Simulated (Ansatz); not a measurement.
Here is an Ansatz 0.2.0 calculation.

Contents of input.yaml:

```yaml
crystal:
  lattice:
    - [0.0, 2.701992, 2.701992]
    - [2.701992, 0.0, 2.701992]
    - [2.701992, 2.701992, 0.0]
  atoms:
    - { symbol: Pb, position: [0.0, 0.0, 0.0] }
    - { symbol: O, position: [0.75, 0.75, 0.75] }
    - { symbol: O, position: [0.25, 0.25, 0.25] }
kpoints:
  mp_grid: { grid: [9, 9, 9] }
scf:
  occupations: { method: fermi_dirac, width: 0.05 }
hamiltonian:
  xc: pbesol
  pseudopotentials: { kind: all_electron, lapw: { basis_error: 0.002 } }
output: {}
phonons:
  method: fd
  supercell: [1, 1, 1]
```

Potentials or basis: all-electron LAPW, scalar-relativistic.

Run with:

```sh
$ ansatz run input.yaml --threads 2 --pin off --max-ram 8192MiB --backend cpu --events-out ev --progress --plain --runs-dir out
```

Question: Predict the highest phonon frequency at Γ.

Answer: 402 cm⁻¹.

Question: Predict the band gap on the k mesh.

Answer: None (metal or under the smearing width).

Phonon frequencies in cm⁻¹ (negative: imaginary):
| q point | frequencies |
| --- | --- |
| (0.000, 0.000, 0.000) | 0 0 0 236 236 236 402 402 402 |

Caveat: a metal's response needs a denser mesh. The run has no spin-orbit coupling, so splittings on Pb are missing.
